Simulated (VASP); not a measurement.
# MgH2 (P4_2/mnm) in VASP: settings compared, part 2 of 2

VASP 6.6.1. Earlier steps stand in the parts before.

### 4 Dielectric tensor, LDA

This run uses another cell than the first one, of 9.65 Å³/atom, 0.963 times its volume.

The input, INCAR:

```
ALGO = Normal
EDIFF = 1E-8
ENCUT = 600
ISIF = 2
ISMEAR = 0
KPAR = 2
LASPH = True
LCHARG = False
LEPSILON = True
LREAL = False
LWAVE = False
NELM = 80
PREC = Accurate
SIGMA = 0.03
```

The input, KPOINTS:

```
k-points
0
Monkhorst-Pack
  8 8 12
```

The input, POSCAR:

```
MgH2                                    
1.0
    4.4151274151      0.0000000000      0.0000000000
    0.0000000000      4.4151274151      0.0000000000
    0.0000000000      0.0000000000      2.9688621071
  Mg              H             
     2     4
Direct
     0.0000000000000000    0.0000000000000000    0.0000000000000000
     0.5000000000000000    0.5000000000000000    0.5000000000000000
     0.3043311903564003    0.3043311903564003    0.0000000000000000
     0.1956688096435997    0.8043311903564003    0.5000000000000000
     0.6956688096435997    0.6956688096435997    0.0000000000000000
     0.8043311903564003    0.1956688096435997    0.5000000000000000
```

Potentials or basis: VASP PAW LDA potentials, release 64 (Mg, H).

Run with:

```bash
$ cat potpaw_LDA.64/Mg/POTCAR potpaw_LDA.64/H/POTCAR > POTCAR
$ mpirun -np 2 vasp_std > vasp.out
```

OUTCAR:

```text
EDIFF = 1E-8
   ENCUT = 600
   ISIF = 2
   ISMEAR = 0
   LASPH = True
   LEPSILON = True
   LREAL = False
   NELM = 80
   PREC = Accurate

 ion  position               nearest neighbor table
   1  0.000  0.000  0.000-   3 1.90   5 1.90   4 1.92   6 1.92   4 1.92   6 1.92   2 3.46   2 3.46
                             2 3.46   2 3.46   2 3.46   2 3.46   2 3.46   2 3.46
   2  0.500  0.500  0.500-   4 1.90   6 1.90   5 1.92   3 1.92   3 1.92   5 1.92   1 3.46   1 3.46
                             1 3.46   1 3.46   1 3.46   1 3.46   1 3.46   1 3.46
   3  0.304  0.304  0.000-   1 1.90   2 1.92   2 1.92
   4  0.196  0.804  0.500-   2 1.90   1 1.92   1 1.92
   5  0.696  0.696  0.000-   1 1.90   2 1.92   2 1.92
   6  0.804  0.196  0.500-   2 1.90   1 1.92   1 1.92

  LATTYP: Found a simple tetragonal cell.
 ALAT       =     4.4151274151
 C/A-ratio  =     0.6724295423

  Lattice vectors:

 A1 = (   4.4151274151,   0.0000000000,   0.0000000000)
 A2 = (   0.0000000000,   4.4151274151,   0.0000000000)
 A3 = (   0.0000000000,   0.0000000000,   2.9688621071)

[... 541 lines left out ...]
  x     0.00000     0.00000     0.00000     0.00000     0.00000     0.00000
  y     0.00000     0.00000     0.00000     0.00000     0.00000     0.00000
  z     0.00000     0.00000     0.00000     0.00000     0.00000     0.00000

 PIEZOELECTRIC TENSOR (including local field effects)  for field in x, y, z        (C/m^2)
          XX          YY          ZZ          XY          YZ          ZX
  --------------------------------------------------------------------------------
  x     0.00000     0.00000     0.00000     0.00000     0.00000     0.00000
  y     0.00000     0.00000     0.00000     0.00000     0.00000     0.00000
  z     0.00000     0.00000     0.00000     0.00000     0.00000     0.00000

 BORN EFFECTIVE CHARGES (including local field effects) (in |e|, cummulative output)
 ---------------------------------------------------------------------------------
 ion    1
    1     1.82258     0.11273     0.00000
    2     0.11273     1.82258     0.00000
    3     0.00000     0.00000     1.92022
 ion    2
    1     1.82258    -0.11273     0.00000
    2    -0.11273     1.82258     0.00000
    3     0.00000     0.00000     1.92022
 ion    3
    1    -0.91129    -0.20380     0.00000
    2    -0.20380    -0.91129     0.00000
    3     0.00000     0.00000    -0.96011
 ion    4
    1    -0.91129     0.20380     0.00000
    2     0.20380    -0.91129     0.00000
    3     0.00000     0.00000    -0.96011
 ion    5
    1    -0.91129    -0.20380     0.00000
    2    -0.20380    -0.91129     0.00000
    3     0.00000     0.00000    -0.96011
 ion    6
    1    -0.91129     0.20380     0.00000
    2     0.20380    -0.91129     0.00000
    3     0.00000     0.00000    -0.96011
```

OSZICAR:

```text
N       E                     dE             d eps       ncg     rms          rms(c)
DAV:   1     0.152784408603E+01    0.15278E+01   -0.34613E+03   960   0.860E+02
DAV:   2    -0.195761408811E+02   -0.21104E+02   -0.20103E+02  1240   0.848E+01
DAV:   3    -0.202656348888E+02   -0.68949E+00   -0.68949E+00  1328   0.217E+01
[... 14 lines left out ...]
RMM:   3    -0.539082992262E+00    0.11570E-01   -0.62994E-03  1524   0.544E-01    0.590E-01
RMM:   4    -0.572520894761E+00   -0.33438E-01   -0.13042E-02  1567   0.778E-01    0.400E-02
RMM:   5    -0.574004748736E+00   -0.14839E-02   -0.41163E-05  1609   0.561E-02    0.474E-03
RMM:   6    -0.574250454791E+00   -0.24571E-03   -0.33150E-07  1626   0.513E-03    0.726E-04
RMM:   7    -0.574256797917E+00   -0.63431E-05   -0.12235E-08  1651   0.912E-04    0.708E-05
RMM:   8    -0.574262617552E+00   -0.58196E-05   -0.10849E-09  1387   0.119E-04    0.159E-05
RMM:   9    -0.574263111448E+00   -0.49390E-06   -0.92154E-10   839   0.409E-05    0.169E-06
```

stdout:

```text
POSCAR found type information on POSCAR MgH
 POSCAR found :  2 types and       6 ions
 scaLAPACK will be used
 LDA part: xc-table for (Slater(with rela. corr.)+CA(PZ))
 , standard interpolation
 POSCAR, INCAR and KPOINTS ok, starting setup
 FFT: planning ... GRIDC
 FFT: planning ... GRID_SOFT
 FFT: planning ... GRID
 WAVECAR not read
 entering main loop
 Linear response reoptimize wavefunctions to high precision
 Linear response G [H, r] |phi>, progress :
  Direction:   1
 Linear response G [H, r] |phi>, progress :
  Direction:   2
 Linear response G [H, r] |phi>, progress :
  Direction:   3
 Linear response to external field (no local field effect), progress :
  Direction:   1
 dielectric tensor                  component  1 :     3.716     0.259    -0.275
 Linear response to external field (no local field effect), progress :
  Direction:   2
 dielectric tensor                  component  2 :     0.259     5.012    -1.001
 Linear response to external field (no local field effect), progress :
  Direction:   3
 dielectric tensor                  component  3 :    -0.275    -1.001     4.444
 Linear response to external field, progress :
  Direction:   1
 dielectric tensor                  component  1 :     4.214     0.052     0.205
 Linear response to external field, progress :
  Direction:   2
 dielectric tensor                  component  2 :     0.052     4.214    -0.624
 Linear response to external field, progress :
  Direction:   3
 dielectric tensor                  component  3 :    -0.265    -0.976     4.253
 Born effective charges drift removed
```

Run time: 46 s. Hardware: 2 MPI ranks of Intel Xeon 6975P-C (Granite Rapids), shared host; peak memory 0.28 GiB.

Results:

| Property | Result |
| --- | --- |
| Electronic dielectric tensor (diagonal) | 4.21, 4.21, 4.25 |
| Born charges (mean of the diagonal) | Mg +1.86; H -0.93 e |

Electronic dielectric tensor:
```
4.21 0.00 0.00
0.00 4.21 0.00
0.00 0.00 4.25
```

Born effective charge tensors (e):
atom 1, Mg
```
1.82 0.11 0.00
0.11 1.82 0.00
0.00 0.00 1.92
```
atom 2, Mg
```
 1.82 -0.11  0.00
-0.11  1.82  0.00
 0.00  0.00  1.92
```
atom 3, H
```
-0.91 -0.20  0.00
-0.20 -0.91  0.00
 0.00  0.00 -0.96
```
atom 4, H
```
-0.91  0.20  0.00
 0.20 -0.91  0.00
 0.00  0.00 -0.96
```
atom 5, H
```
-0.91 -0.20  0.00
-0.20 -0.91  0.00
 0.00  0.00 -0.96
```
atom 6, H
```
-0.91  0.20  0.00
 0.20 -0.91  0.00
 0.00  0.00 -0.96
```
